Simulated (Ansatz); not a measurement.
# Tin, fcc under BLYP: ground state and equation of state

What does BLYP give for tin in the fcc structure? We relax it, solve it on a dense k-mesh, then scale the cell to 7 volumes from 88 to 112 % of the relaxed one and try a fit of the equation of state. Spin polarisation is left out. The k-meshes are 11×11×11 for the relaxation; 18×18×18 for the dense run; 12×12×12 for the volumes.

Method: DFT BLYP, plane waves (420 eV) with PAW, scalar-relativistic; PBE-made PAW files, in Ansatz 0.2.0.

## (1) The structure to begin with

The structure is cubic, space group Fm-3m (No. 225). The conventional cell has a = 4.822 Å, b = 4.822 Å, c = 4.822 Å, α = 90.00°, β = 90.00°, γ = 90.00°. Around Sn (site symmetry m-3m) lie 12 Sn at 3.41 Å.

Coordinates:

```
CELL_PARAMETERS angstrom
0.00000 2.41114 2.41114
2.41114 0.00000 2.41114
2.41114 2.41114 0.00000
ATOMIC_POSITIONS crystal
Sn 0.00000 0.00000 0.00000
```

## (2) Relaxing cell and atoms

input.yaml reads:

```yaml
crystal:
  lattice:
    - [0.0, 2.4111428816, 2.4111428816]
    - [2.4111428816, 0.0, 2.4111428816]
    - [2.4111428816, 2.4111428816, 0.0]
  atoms:
    - { symbol: Sn, position: [0.0, 0.0, 0.0] }
hamiltonian:
  xc: blyp
  pseudopotentials:
    kind: paw
    azcp:
      Sn: "pseudopotentials/Sn.paw.azcp"
basis:
  ecutwfc: 420
  fft_grid_basis: typed
kpoints:
  mp_grid: { grid: [11, 11, 11], shift: [0, 0, 0] }
magnetization:
  spin_polarized: false
scf:
  occupations: { method: fermi_dirac, width: 0.1 }
relax:
  max_steps: 60
  f_tol: 0.01
  cell: {}
output:
  write_density: true
  write_potential: true
  elf: true
  volumetric_format: npy
```

The log of the run (excerpt; [...] marks lines left out):

```text
Warning: RAYON_NUM_THREADS=2 ignored (pool sized by the plan → 2); use --threads N
[...]
Pseudopotentials: kind: paw
Pseudopotential: Sn, paw, valence charge 14, recommended cutoff 420 eV (normal), <dir>
Functional definition: BLYP
[...]
Crystal: 1 atoms, lattice volume = 28.035 Å³
Basis set: ecut = 420 eV, 537 PW (Γ), exchange–correlation on 48×48×48 points (8 copies of the dense FFT grid, shifted against one another)
Bands: 11, of which v1, the nominal top of the filled ones, is band 7 counted from 1 (6 counted from 0)
Symmetry: 48 space group operations
Space group: Fm-3m (ITA 225), of the structure as read, at distance tolerance 3.0e-5 Å
k-points: 56 of 1331
[...]
SCF iter   1: F=—  HF=-6040.376042 eV  |F-HF|=—  |Δ(HF+E_count)|=         —  Δρ=7.33e-3  dr2=1.14e-2  ethr=1.77e-3  ⟨swp⟩=5.0  Hψ=3612  notcnv=0
[...]
relax step   1: F+E_penalty+E_count = -6040.37442634 eV  Δ(F+E_penalty+E_count) = +0.000e0 eV  max|allowed force component| = 0.000e0 eV/Å  Δτ_max = 0.0000 Å  P = +4.343 GPa  Ω = 28.035 Å³  (6 SCF iters, dr2 threshold 1.00e-7 eV, accepted)
[...]
relax step   3: F+E_penalty+E_count = -6040.40918206 eV  Δ(F+E_penalty+E_count) = -3.308e-6 eV  max|allowed force component| = 0.000e0 eV/Å  Δτ_max = 0.0000 Å  P = +0.010 GPa  Ω = 30.872 Å³  energy of the carried Pulay correction = -4.835e-4 eV  (3 SCF iters, dr2 threshold 1.04e-8 eV, accepted)
[...]
relax step   4: F+E_penalty+E_count = -6040.40955840 eV  Δ(F+E_penalty+E_count) = -3.763e-4 eV  max|allowed force component| = 0.000e0 eV/Å  Δτ_max = 0.0000 Å  P = -0.002 GPa  Ω = 30.872 Å³  stress off target by 1.59e-3 GPa  SCF on the basis re-selected at this cell (its energy is not [...]
SCF converged after 5 iterations
Free energy (F): -6040.409558 eV
[...]
E sigma→0 (E₀):  -6040.402335 eV
Entropy (-TS):   -0.014448 eV (-14.448 meV/atom)
Fermi energy:    9.581144 eV
[...]
--- Forces (eV/Å), atoms counted from 1 ---
  atom   1  Sn    -0.00000000    -0.00000000    -0.00000000
[...]
--- Stress (GPa, compression-positive) ---
       -0.001592       0.000000       0.000000
        0.000000      -0.001592       0.000000
        0.000000       0.000000      -0.001592
  P = ⅓ Tr σ = -0.0016 GPa (-0.016 kbar)
--- Band table (eV; the first three rows and the last of 56) ---
  k-point 0: bands = ["-11.9693", "-11.9693", "-11.9693", "-11.9187", "-11.9187", "-0.7305", "16.0279", "16.0279", "16.0279", "20.3541", "20.7667"]
[...]
--- Relaxed structure (3 steps of the walk, 3 accepted, 1 SCFs on fresh bases) ---
  F+E_penalty+E_count = -6040.40955840 eV   max|allowed force component| = 0.000e0 eV/Å   (the final SCF, on the basis selected at the relaxed cell)
  cell:  # Å, volume = 30.8716 Å³
    - [1.936241372500324e-33, 2.489868457694227, 2.489868457694227]
    - [2.489868457694227, -2.6352627232631877e-33, 2.489868457694227]
    - [2.489868457694227, 2.489868457694227, -1.8948414747330498e-34]
  atoms:
    - { symbol: Sn, position: [0.0, 0.0, 0.0] }
```

It took 2.3 s on 2 threads of Arm Neoverse V1, shared host; peak memory 0.3 GiB.

The walk, from the log:

```
step  energy change (meV/atom)  largest force (eV/Å)  pressure (GPa)  volume (Å³/atom)
   1                      0.00                0.0000            4.34            28.035
   2                    -34.75                0.0000            0.06            30.825
   3                    -34.76                0.0000            0.01            30.872
   4                    -35.13                0.0000            0.00            30.872
```

Steps that repeat a cell are solved on a basis chosen anew, so their changes of energy are no gain of the relaxation.

Changes in the cell that was computed:

|  | before | after | change |
| --- | --- | --- | --- |
| a (Å) | 3.410 | 3.521 | +3.3 % |
| b (Å) | 3.410 | 3.521 | +3.3 % |
| c (Å) | 3.410 | 3.521 | +3.3 % |
| volume (Å³/atom) | 28.035 | 30.872 | +10.1 % |
| shortest distance (Å) | 3.410 | 3.521 | +3.3 % |
| space group (spins left aside) | Fm-3m | Fm-3m | same |

## (3) The energy on a finer k-mesh

input.yaml reads:

```yaml
crystal:
  lattice:
    - [0.0, 2.4898684577, 2.4898684577]
    - [2.4898684577, 0.0, 2.4898684577]
    - [2.4898684577, 2.4898684577, 0.0]
  atoms:
    - { symbol: Sn, position: [0.0, 0.0, 0.0] }
hamiltonian:
  xc: blyp
  pseudopotentials:
    kind: paw
    azcp:
      Sn: "pseudopotentials/Sn.paw.azcp"
basis:
  ecutwfc: 420
  fft_grid_basis: typed
kpoints:
  mp_grid: { grid: [18, 18, 18], shift: [0, 0, 0] }
magnetization:
  spin_polarized: false
scf:
  occupations: { method: fermi_dirac, width: 0.1 }
```

The log of the run (excerpt; [...] marks lines left out):

```text
Warning: RAYON_NUM_THREADS=2 ignored (pool sized by the plan → 2); use --threads N
[...]
[... 3 set-up lines as earlier in the session ...]
[...]
Crystal: 1 atoms, lattice volume = 30.872 Å³
Basis set: ecut = 420 eV, 609 PW (Γ), exchange–correlation on 48×48×48 points (8 copies of the dense FFT grid, shifted against one another)
Bands: 11, of which v1, the nominal top of the filled ones, is band 7 counted from 1 (6 counted from 0)
[... 1 set-up line as earlier in the session ...]
Space group: Fm-3m (ITA 225), of the structure as read, at distance tolerance 3.1e-5 Å
k-points: 195 of 5832
[...]
SCF iter   1: F=—  HF=-6040.406483 eV  |F-HF|=—  |Δ(HF+E_count)|=         —  Δρ=6.80e-3  dr2=1.17e-2  ethr=1.77e-3  ⟨swp⟩=5.0  Hψ=12546  notcnv=0
[...]
SCF iter   6: F=-6040.404667 eV  HF=-6040.404667 eV  |F-HF|=5.72e-8  |Δ(HF+E_count)|=   5.15e-7  Δρ=1.08e-5  dr2=4.70e-8  ethr=7.14e-10  ⟨swp⟩=1.9  Hψ=6751  notcnv=0
[...]
SCF converged after 6 iterations
Free energy (F): -6040.404667 eV
[...]
E sigma→0 (E₀):  -6040.394440 eV
Entropy (-TS):   -0.020454 eV (-20.454 meV/atom)
Fermi energy:    9.579060 eV
[...]
```

Wall time 1.5 s (2 threads of Arm Neoverse V1, shared host); peak memory 0.33 GiB.

## (4) The cell scaled to 88 % of its volume

input.yaml reads:

```yaml
crystal:
  lattice:
    - [0.0, 2.3860010339, 2.3860010339]
    - [2.3860010339, 0.0, 2.3860010339]
    - [2.3860010339, 2.3860010339, 0.0]
  atoms:
    - { symbol: Sn, position: [0.0, 0.0, 0.0] }
hamiltonian:
  xc: blyp
  pseudopotentials:
    kind: paw
    azcp:
      Sn: "pseudopotentials/Sn.paw.azcp"
basis:
  ecutwfc: 420
  fft_grid_basis: typed
kpoints:
  mp_grid: { grid: [12, 12, 12], shift: [0, 0, 0] }
magnetization:
  spin_polarized: false
scf:
  occupations: { method: fermi_dirac, width: 0.1 }
  lower_state_search: "off"
output:
  stress: true
```

The log of the run (excerpt; [...] marks lines left out):

```text
Warning: RAYON_NUM_THREADS=2 ignored (pool sized by the plan → 2); use --threads N
[...]
[... 3 set-up lines as earlier in the session ...]
[...]
Crystal: 1 atoms, lattice volume = 27.167 Å³
Basis set: ecut = 420 eV, 531 PW (Γ), exchange–correlation on 48×48×48 points (8 copies of the dense FFT grid, shifted against one another)
Bands: 11, of which v1, the nominal top of the filled ones, is band 7 counted from 1 (6 counted from 0)
[... 2 set-up lines as earlier in the session ...]
k-points: 72 of 1728
[...]
SCF iter   1: F=—  HF=-6040.334332 eV  |F-HF|=—  |Δ(HF+E_count)|=         —  Δρ=7.29e-3  dr2=1.08e-2  ethr=1.77e-3  ⟨swp⟩=5.0  Hψ=4718  notcnv=0
[...]
SCF iter   6: F=-6040.332810 eV  HF=-6040.332810 eV  |F-HF|=9.21e-9  |Δ(HF+E_count)|=   1.42e-6  Δρ=4.19e-6  dr2=3.68e-9  ethr=7.14e-10  ⟨swp⟩=3.2  Hψ=3050  notcnv=0
[...]
SCF converged after 6 iterations
Free energy (F): -6040.332810 eV
[...]
E sigma→0 (E₀):  -6040.321042 eV
Entropy (-TS):   -0.023536 eV (-23.536 meV/atom)
Fermi energy:    11.366141 eV
[...]
--- Stress (GPa, compression-positive) ---
        6.073865       0.000000       0.000000
        0.000000       6.073865       0.000000
        0.000000      -0.000000       6.073865
  P = ⅓ Tr σ = 6.0739 GPa (60.739 kbar)
```

It took 0.76 s on 2 threads of Arm Neoverse V1, shared host; peak memory 0.28 GiB.

## (5) The cell scaled to 92 % of its volume

input.yaml: that of step 4 with these lines changed.

```diff
@@ -2,5 +2,5 @@
   lattice:
-    - [0.0, 2.3860010339, 2.3860010339]
-    - [2.3860010339, 0.0, 2.3860010339]
-    - [2.3860010339, 2.3860010339, 0.0]
+    - [0.0, 2.4216182407, 2.4216182407]
+    - [2.4216182407, 0.0, 2.4216182407]
+    - [2.4216182407, 2.4216182407, 0.0]
   atoms:
```

The log of the run (excerpt; [...] marks lines left out):

```text
Warning: RAYON_NUM_THREADS=2 ignored (pool sized by the plan → 2); use --threads N
[...]
[... 3 set-up lines as earlier in the session ...]
[...]
Crystal: 1 atoms, lattice volume = 28.402 Å³
Basis set: ecut = 420 eV, 537 PW (Γ), exchange–correlation on 48×48×48 points (8 copies of the dense FFT grid, shifted against one another)
Bands: 11, of which v1, the nominal top of the filled ones, is band 7 counted from 1 (6 counted from 0)
[... 2 set-up lines as earlier in the session ...]
k-points: 72 of 1728
[...]
SCF iter   1: F=—  HF=-6040.371341 eV  |F-HF|=—  |Δ(HF+E_count)|=         —  Δρ=7.11e-3  dr2=1.10e-2  ethr=1.77e-3  ⟨swp⟩=5.0  Hψ=4660  notcnv=0
[...]
SCF iter   6: F=-6040.369774 eV  HF=-6040.369774 eV  |F-HF|=8.34e-9  |Δ(HF+E_count)|=   6.58e-7  Δρ=6.66e-6  dr2=1.64e-8  ethr=7.14e-10  ⟨swp⟩=3.3  Hψ=3058  notcnv=0
[...]
SCF converged after 6 iterations
Free energy (F): -6040.369774 eV
[...]
E sigma→0 (E₀):  -6040.357236 eV
Entropy (-TS):   -0.025077 eV (-25.077 meV/atom)
Fermi energy:    10.713849 eV
[...]
--- Stress (GPa, compression-positive) ---
        3.618258      -0.000000       0.000000
       -0.000000       3.618258      -0.000000
       -0.000000       0.000000       3.618258
  P = ⅓ Tr σ = 3.6183 GPa (36.183 kbar)
```

It took 0.77 s on 2 threads of Arm Neoverse V1, shared host; peak memory 0.28 GiB.

## (6) The cell scaled to 96 % of its volume

input.yaml: that of step 5 with these lines changed.

```diff
@@ -2,5 +2,5 @@
   lattice:
-    - [0.0, 2.4216182407, 2.4216182407]
-    - [2.4216182407, 0.0, 2.4216182407]
-    - [2.4216182407, 2.4216182407, 0.0]
+    - [0.0, 2.4562174615, 2.4562174615]
+    - [2.4562174615, 0.0, 2.4562174615]
+    - [2.4562174615, 2.4562174615, 0.0]
   atoms:
```

The log of the run (excerpt; [...] marks lines left out):

```text
Warning: RAYON_NUM_THREADS=2 ignored (pool sized by the plan → 2); use --threads N
[...]
[... 3 set-up lines as earlier in the session ...]
[...]
Crystal: 1 atoms, lattice volume = 29.637 Å³
Basis set: ecut = 420 eV, 561 PW (Γ), exchange–correlation on 48×48×48 points (8 copies of the dense FFT grid, shifted against one another)
Bands: 11, of which v1, the nominal top of the filled ones, is band 7 counted from 1 (6 counted from 0)
[... 2 set-up lines as earlier in the session ...]
k-points: 72 of 1728
[...]
SCF iter   1: F=—  HF=-6040.391596 eV  |F-HF|=—  |Δ(HF+E_count)|=         —  Δρ=6.96e-3  dr2=1.14e-2  ethr=1.77e-3  ⟨swp⟩=5.0  Hψ=4609  notcnv=0
[...]
SCF iter   6: F=-6040.389952 eV  HF=-6040.389952 eV  |F-HF|=3.27e-8  |Δ(HF+E_count)|=   6.40e-7  Δρ=9.08e-6  dr2=3.33e-8  ethr=7.14e-10  ⟨swp⟩=3.4  Hψ=3093  notcnv=0
[...]
SCF converged after 6 iterations
Free energy (F): -6040.389952 eV
[...]
E sigma→0 (E₀):  -6040.376752 eV
Entropy (-TS):   -0.026400 eV (-26.400 meV/atom)
Fermi energy:    10.115890 eV
[...]
--- Stress (GPa, compression-positive) ---
        1.695406      -0.000000       0.000000
        0.000000       1.695406       0.000000
        0.000000       0.000000       1.695406
  P = ⅓ Tr σ = 1.6954 GPa (16.954 kbar)
```

It took 0.78 s on 2 threads of Arm Neoverse V1, shared host; peak memory 0.29 GiB.

[end of part 1 of 2]
